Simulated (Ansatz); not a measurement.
The system is Sb.

```
CELL_PARAMETERS angstrom
2.15420 1.24373 3.75800
-2.15420 1.24373 3.75800
0.00000 -2.48746 3.75800
ATOMIC_POSITIONS crystal
Sb 0.76651 0.76651 0.76651
Sb 0.23349 0.23349 0.23349
```

Base run:

```yaml
Program: Ansatz 0.2.0
Functional: LDA
Potentials_or_basis: all-electron LAPW, scalar-relativistic
Cutoff: 230 eV
Density_cutoff: 921 eV
Basis_error_allowed: 0.001 eV/atom
k_mesh: 8 × 8 × 8
Occupations: fermi-dirac, width 0.05 eV
Spin: no spin polarisation
```

Its results: pressure -1.2 GPa; largest force 0.012 eV/Å.

**Question.** The run is repeated on the same cell with these changes: functional from LDA to BLYP. What comes out?

**Answer.** Pressure 6.9 GPa; largest force 0.134 eV/Å.

BLYP binds less tightly than LDA, so the same cell stands under more pressure.

Not every run made on this cell is shown here.
